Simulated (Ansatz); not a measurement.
# Transmission past a defect: Pt wire along [111], 6 atoms a period, F placed on top of one Pt, part 2 of 4

What does the defect do to the conductance?

Ansatz 0.2.0; DFT PBE, plane waves, PAW; relaxation of a wire's period (the session's first sound run).

So far. Step 2 (Relaxing the period): The cell's length comes to 6.338 Å with an absolute moment of 2.88 μB a cell.

## 3. The wire at its relaxed period

This step: DFT PBE, plane waves, PAW; channels and complex bands of a perfect wire (Ansatz 0.2.0).

At the relaxed period the Bloch states of the perfect wire are found at each energy: those that move forward count the open channels, and those that decay describe how a disturbance dies away inside the wire itself. An energy step of 0.035 eV is under the 0.039 eV that the program asks for its thermal average at 300 K.

input.yaml

```yaml
crystal:
  lattice:
    - [9.607, 0.0, 0.0]
    - [0.0, 10.041, 0.0]
    - [0.0, 0.0, 6.3383063388]
  atoms:
    - { symbol: Pt, position: [0.370412987, 0.500024471, 0.0], spin: 0.39 }
    - { symbol: Pt, position: [0.635697479, 0.500024471, 0.0], spin: 0.33 }
    - { symbol: Pt, position: [0.505217304, 0.427635041, 0.333512775], spin: 0.35 }
    - { symbol: Pt, position: [0.637863389, 0.648013095, 0.333004019], spin: 0.4 }
    - { symbol: Pt, position: [0.505217304, 0.572413901, 0.666487225], spin: 0.35 }
    - { symbol: Pt, position: [0.637863389, 0.352035847, 0.666995981], spin: 0.4 }
magnetization:
  spin_polarized: true
kpoints:
  mp_grid: { grid: [1, 1, 13] }
scf:
  occupations: { method: fermi_dirac, width: 0.05 }
hamiltonian:
  xc: pbe
output:
  transmission:
    e_range: [-1.26, 1.26]
    de: 0.035
    kmesh: [1, 1]
    reduced_basis: true
    leads: [[0, 0]]
basis:
  ecutwfc: "350 eV"
```

Command:

```bash
ansatz run input.yaml --threads 8 --pin off --max-ram 16384MiB --backend cpu --events-out ev --progress --plain --runs-dir out
```

Numbers of over 12 decimals in the logs are rounded to 6 here.

Log:

```text
Warning: basis.ecutwfc = 350 eV is below the records' recommended 420 eV, and the density's cutoff is lower with it unless basis.ecutrho_ratio is high enough to keep the records' density cutoff: compare with a run at a higher cutoff
[...]
Crystal: 6 atoms, lattice volume = 611.418 Å³
Basis set: ecut = 350 eV, 9109 PW (Γ)
Bands: 67, of which v1, the nominal top of the filled ones, is band 54 counted from 1 (53 counted from 0)
Symmetry: 2 space group operations
[...]
k-points: 7 of 13
[...]
Starting moments: Σ|m| = 2.22 μB on 6 of 6 sites
[...]
SCF iter   1: F=—  HF=-75127.483630 eV  |F-HF|=—  |Δ(HF+E_count)|=         —  Δρ=1.61e-2 (↑1.58e-2 ↓1.61e-2)  dr2=6.14e0  dr2_m=1.10e-1  M=0.916 μB ∫|m|=0.936 μB  β_m=0.30  ethr=3.10e-3  ⟨swp⟩=6.9  Hψ=3760  notcnv=0  defer=9
[...]
SCF iter  14: F=-75126.428330 eV  HF=-75126.428330 eV  |F-HF|=6.20e-9  |Δ(HF+E_count)|=  7.57e-10  Δρ=5.91e-7 (↑5.91e-7 ↓3.16e-7)  dr2=8.34e-9  dr2_m=5.19e-10  M=2.752 μB ∫|m|=2.883 μB  ethr=1.10e-11  ⟨swp⟩=11.5  Hψ=3211  notcnv=0
SCF 1 converged in 14 iterations: F = -75126.428330 eV  dr2 = 8.34e-9
[...]
transmission: 16 of 96 steps passed
transmission: 24 of 96 steps passed
[...]
transmission: 96 of 96 steps passed
SCF converged after 14 iterations
Magnetization: 2.7519 μB (55.3759 up, 52.6241 down)
Absolute magnetization: 2.8832 μB (∫|ρ↑−ρ↓|, with the PAW one-centre terms)
[...]
Per-site moments (μB) at R_I (Å): [(0.389980, 1.051293), (0.332528, 1.051293), (0.348065, 1.053329), (0.402259, 1.053329), (0.348065, 1.053329), (0.402259, 1.053329)]
Free energy (F): -75126.428330 eV
[...]
Internal energy: -75126.326419 eV  (E = F + TS)
E sigma→0 (E₀):  -75126.377375 eV
Entropy (-TS):   -0.101911 eV (-16.985 meV/atom)
Fermi energy:    -0.931384 eV
[...]
--- Band table (eV; the first three rows and the last of 14) ---
  k-point 0 ↑: bands = [... 50 lower, -1.4923, -1.4895, -1.2170, -1.2163, -1.0236, -0.9263, -0.9121, 0.3209, ... 9 higher]
  k-point 1 ↑: bands = [... 50 lower, -1.5376, -1.4599, -1.2144, -1.1916, -1.0262, -0.9081, -0.8943, -0.0787, ... 9 higher]
  k-point 2 ↑: bands = [... 50 lower, -1.5345, -1.4374, -1.2110, -1.1323, -1.0350, -0.8684, -0.8218, -0.3471, ... 9 higher]
  k-point 6 ↓: bands = [... 50 lower, -1.1868, -1.1331, -1.1168, -0.5644, -0.5229, -0.4227, 0.3597, 0.4099, ... 9 higher]
--- Transmission ---
  basis      : 707 plane waves across, 8 finite elements along
  points     : 1, standing for a mesh of 1 x 1
  filling    : by the input's occupations and mesh, since the crystals that have channels conduct as metals do. If one of these is a semiconductor, that mesh has misplaced its level
  energies   : 73 from -1.260000 to 1.260000 eV about the Fermi level, 0.035000 eV apart; the leads are filled to 0.000000 eV, and channels, transmission and decay are at 0.000000 eV
  crystal 0  : Pt6, at the sites [0, 0], period 6.3383 Å: whole cells are its period
    offset         : up to 0.0000 Å between an atom of the period and one for which it stands
    filled         : 1.3 meV over the level at which it is neutral
    channels       : 1.000000e0 up, 1.000000e0 down
    conductance    : 1.2132e14 S/m² at 300 K; may be off by some 0.4 % by where its bands' edges are placed, 0.8 % from the distance to neutral
```

Run time: 2.1 min. Hardware: 8 threads of Arm Neoverse V1, shared host; peak memory 2.1 GiB.

This step gave:

```
energy at zero smearing                                   : -75126.3774 eV
total moment                                              : 2.752 μB
channels at the energy nearest the Fermi level, spin up   : 1
channels at the energy nearest the Fermi level, spin down : 1
conductance of the lead as this run defines it            : 1.510 G₀
band gap                                                  : 0 eV
```

Table of open channels of the lead by energy, zero at the Fermi level:

```tsv
energy (eV)	spin up	spin down
-1.190	2	2
-1.085	2	1
-1.015	1	2
-0.910	3	2
-0.805	5	3
-0.700	2	5
-0.595	4	5
-0.490	2	3
-0.385	1	4
-0.315	1	2
-0.210	1	1
-0.105	3	1
0.000	1	1
0.105	1	1
0.210	1	1
0.315	1	1
0.385	1	2
0.490	1	2
0.595	3	1
0.700	3	1
0.805	3	3
0.910	3	3
1.015	3	3
1.085	3	3
1.190	2	3
```

Spin up; the slowest values at each energy, most degenerate partners merged, listed up to 1.5 1/Å. The Im kz of the slowest decaying states by energy, zero at the Fermi level:

```tsv
energy (eV)	decay 1 (Å⁻¹)	decay 2 (Å⁻¹)	decay 3 (Å⁻¹)	decay 4 (Å⁻¹)
-1.190	0.124	0.185	0.308	0.308
-1.015	5.9e-4	0.109	0.253	0.381
-0.805	0.0609	0.345	0.432	0.733
-0.595	0.133	0.191	0.237	0.491
-0.385	0.0958	0.163	0.181	0.250
-0.210	0.103	0.136	0.238	0.392
0.000	0.0400	0.0766	0.244	0.291
0.210	0.0950	0.407	0.435	0.525
0.385	0.0767	0.461	0.486	0.620
0.595	0.464	0.574	0.665	0.725
0.805	0.445	0.664	0.706	0.768
1.015	0.447	0.716	0.720	0.743
1.190	0.0593	0.454	0.749	0.770
```

Spin down; the slowest values at each energy, most degenerate partners merged, listed up to 1.5 1/Å. Table of Im kz of the slowest decaying states by energy, zero at the Fermi level:

```tsv
energy (eV)	decay 1 (Å⁻¹)	decay 2 (Å⁻¹)	decay 3 (Å⁻¹)	decay 4 (Å⁻¹)
-1.190	0.0443	0.165	0.219	0.320
-1.015	0.115	0.116	0.261	0.307
-0.805	0.106	0.251	0.311	0.579
-0.595	0.0676	0.338	0.414	0.728
-0.385	0.159	0.168	0.278	0.424
-0.210	0.100	0.169	0.220	0.222
0.000	0.0923	0.169	0.293	0.436
0.210	0.126	0.157	0.347	0.543
0.385	0.00292	0.151	0.328	0.577
0.595	0.0390	0.277	0.322	0.352
0.805	0.444	0.519	0.533	0.612
1.015	0.492	0.580	0.642	0.661
1.190	0.515	0.613	0.699	0.709
```

By hand: the program gives 1.2132 × 10^14 S/m² over the cell's cross-section of 96.46 Å² = 9.646 × 10^-19 m², so one cell conducts 1.170 × 10^-4 S. Divided by G0 = 2e²/h = 7.748 × 10^-5 S this is 1.51 G0, a resistance of 8.54 kΩ.

At the computed energy nearest the Fermi level there are 1 spin-up and 1 spin-down channels, and the thermal average gives 1.51 G₀.

[end of part 2 of 4]

[Logs are printed without paths, hosts, clocks, repeated set-up lines and the standing remarks that a program may print on its own settings, such as how far it seeks lower states.]

[Hosts, paths, dates, database ids (printed as entryN), source tags and the programs' standing remarks are cut or masked in the printed files.]
